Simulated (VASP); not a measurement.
# BN (F-43m) in VASP: further runs, part 2 of 2

VASP 6.6.1. The steps go on from the part before.

### 4 G0W0 quasiparticle levels, PBE

Input file POSCAR:

```
BN
1.0
    0.0000000000      1.8130010000      1.8130010000
    1.8130010000      0.0000000000      1.8130010000
    1.8130010000      1.8130010000      0.0000000000
N B
1 1
Direct
    0.2500000000      0.2500000000      0.2500000000
    0.0000000000      0.0000000000      0.0000000000
```

Input file INCAR.step1:

```
SYSTEM = BN
PREC = Accurate ; ENCUT = 400
EDIFF = 1E-8 ; ISMEAR = 0
SIGMA = 0.01 ; LREAL = .FALSE.
LASPH = .TRUE. ; NELM = 80
ALGO = Normal ; LWAVE = .TRUE.
LCHARG = .FALSE. ; GGA = PE
```

Input file INCAR.step2:

```
SYSTEM = BN
PREC = Accurate ; ENCUT = 400
EDIFF = 1E-8 ; ISMEAR = 0
SIGMA = 0.01 ; LREAL = .FALSE.
LASPH = .TRUE. ; NELM = 1
ALGO = Exact ; LWAVE = .TRUE.
LCHARG = .FALSE. ; GGA = PE
NBANDS = 32 ; LOPTICS = .TRUE.
ISTART = 1
```

Input file INCAR.step3:

```
SYSTEM = BN
PREC = Accurate ; ENCUT = 400
EDIFF = 1E-8 ; ISMEAR = 0
SIGMA = 0.01 ; LREAL = .FALSE.
LASPH = .TRUE. ; ALGO = EVGW0
LWAVE = .FALSE. ; LCHARG = .FALSE.
GGA = PE ; NELMGW = 1
NBANDS = 32 ; ENCUTGW = 150
NOMEGA = 48 ; PRECFOCK = Fast
ISTART = 1 ; NBANDSGW = 12
```

Input file KPOINTS:

```
Automatic mesh
0
G
  3 3 3
  0 0 0
```

Potentials or basis: VASP PAW PBE potentials, release 64 (N_GW, B_GW).

Started as:

```sh
> cat potpaw_PBE.64/N_GW/POTCAR potpaw_PBE.64/B_GW/POTCAR > POTCAR
> cp INCAR.step1 INCAR
> mpirun -np 1 vasp_std > vasp.out
> cp INCAR.step2 INCAR
> mpirun -np 1 vasp_std > vasp.out
> cp INCAR.step3 INCAR
> mpirun -np 1 vasp_std > vasp.out
```

OUTCAR:

```text
SYSTEM = BN
   PREC = Accurate
   ENCUT = 400
   EDIFF = 1E-8
   ISMEAR = 0
   LREAL = .FALSE.
   LASPH = .TRUE.
   GGA = PE
   NELMGW = 1
   ENCUTGW = 150
   PRECFOCK = Fast
   ISTART = 1

 Found      4 irreducible k-points:

 Following reciprocal coordinates:
            Coordinates               Weight
  0.000000  0.000000  0.000000      1.000000
  0.333333  0.000000  0.000000      8.000000
  0.333333  0.333333  0.000000      6.000000
 -0.333333  0.333333  0.000000     12.000000
   k-points           NKPTS =      4   k-points in BZ     NKDIM =     27   number of bands    NBANDS=     32
   number of dos      NEDOS =    301   number of ions     NIONS =      2
   total plane-waves  NPLWV =   5832
   dimension x,y,z NGX =    18 NGY =   18 NGZ =   18
   dimension x,y,z NGXF=    36 NGYF=   36 NGZF=   36
   ions per type =               1   1
   NGX,Y,Z   is equivalent  to a cutoff of  11.67, 11.67, 11.67 a.u.
   NGXF,Y,Z  is equivalent  to a cutoff of  23.34, 23.34, 23.34 a.u.
[... 54 lines left out ...]
   NELMHF              =     1    number of iterations in the inner HF iteration
   NKREDLFX            =     1    NKREDLFY  =   1   NKREDLFZ  =   1
 non-spin polarized calculation
 Gauss-broadening in eV      SIGMA  =   0.01
  energy-cutoff  :      400.00
  volume of cell :       11.92
 maximum number of plane-waves:       220
 NGX is ok and might be reduce to    18
  NGX = 10; NGY = 10; NGZ = 10
   NGX =  9   NGY =  9   NGZ =  9
 maximum number of plane-waves:        59

 QP shifts <psi_nk| G(iteration)W_0 |psi_nk>: iteration 1
 for sc-GW calculations column KS-energies equals QP-energies in previous step
 and V_xc(KS)=  KS-energies - (<T + V_ion + V_H > + <T+V_H+V_ion>^1  + <V_x>^1)

 k-point   1 :       0.0000    0.0000    0.0000
  band No.  KS-energies  QP-energies   sigma(KS)   V_xc(KS)     V^pw_x(r,r')   Z            occupation Imag(sigma)

      1     -12.7044     -14.5897     -17.8579     -15.4492     -26.3970       0.7827       2.0000       1.4961
      2       7.5423       6.9525     -18.9714     -18.2547     -22.4126       0.8228       2.0000       0.1074
      3       7.5423       6.9525     -18.9714     -18.2547     -22.4126       0.8228       2.0000       0.1074
      4       7.5423       6.9525     -18.9714     -18.2547     -22.4126       0.8228       2.0000       0.1074
      5      16.1635      17.6077     -11.9939     -13.7437      -6.6902       0.8254       0.0000      -0.1324
      6      16.1635      17.6077     -11.9939     -13.7437      -6.6902       0.8254       0.0000      -0.1324
      7      16.1635      17.6077     -11.9939     -13.7437      -6.6902       0.8254       0.0000      -0.1324
      8      17.6349      18.9103     -13.8204     -15.4037      -8.0950       0.8055       0.0000      -0.1598
      9      31.9624      32.5838     -10.5681     -11.3424      -3.2206       0.8025       0.0000      -0.6737
     10      35.0501      36.4678     -11.5544     -13.2527      -5.3440       0.8348       0.0000      -0.5510
     11      35.0501      36.4678     -11.5544     -13.2527      -5.3440       0.8348       0.0000      -0.5510
     12      35.6423      36.4535     -10.0021     -10.9802      -2.9659       0.8294       0.0000      -0.8643
[... 36 lines left out ...]
      1      -7.3867      -8.8703     -19.1528     -17.2399     -26.7665       0.7756       2.0000       0.8893
      2      -0.9137      -2.2251     -16.6547     -14.9932     -21.3377       0.7893       2.0000       0.2275
      3       0.1178      -1.1675     -17.0103     -15.3990     -21.5451       0.7977       2.0000       0.1964
      4       4.0002       3.0990     -17.8285     -16.7165     -21.7195       0.8104       2.0000       0.1348
      5      15.2094      16.2129     -11.8793     -13.0878      -6.8178       0.8304       0.0000      -0.1276
      6      21.7370      23.3660     -13.9477     -15.9899      -7.8493       0.7977       0.0000      -0.2156
      7      21.9136      23.7084     -13.0896     -15.3442      -6.6847       0.7961       0.0000      -0.2331
      8      23.3441      25.0756     -13.3258     -15.5375      -6.4841       0.7829       0.0000      -0.2914
      9      25.5006      26.7592     -11.8040     -13.3570      -5.6118       0.8105       0.0000      -0.2634
     10      32.3295      33.5201     -10.9229     -12.3553      -4.7157       0.8311       0.0000      -0.4922
     11      34.0482      35.7077     -12.1012     -14.2183      -4.1841       0.7838       0.0000      -0.8192
     12      42.0583      43.1029     -10.2962     -11.5491      -2.9545       0.8338       0.0000      -1.2318
```

Run time: 4.6 s. Hardware: 1 thread of Intel Xeon Platinum 8259CL at 2.50GHz (Skylake/Cascade Lake), shared host; peak memory 0.11 GiB.

The run converged, but a check on its numbers failed (symmetry, net force, bounds or a known fault of this set-up), so they aren't taken as properties of the crystal.

Caveat: the k mesh is coarse (spacing up to 1.00 Å⁻¹), so the values aren't converged; the cutoff lies under the usual one of these potentials, so the numbers hold a large basis-set error; bands, screening cutoff and mesh are small and nothing is extrapolated, so the quasiparticle values aren't converged; an odd mesh through Γ misses points on the zone boundary, where band edges often lie.

### 5 The reference run

An earlier run on the cell as given: functional PBEsol; potentials or basis VASP PAW PBE potentials, release 64 (N, B); cutoff 520 eV; k mesh 13 × 13 × 13; occupations fermi-dirac, width 0.05 eV; no spin polarisation.

- Pressure: -5.7 GPa
- Band gap on the k mesh: 4.34 eV, indirect (least direct gap 8.72 eV)
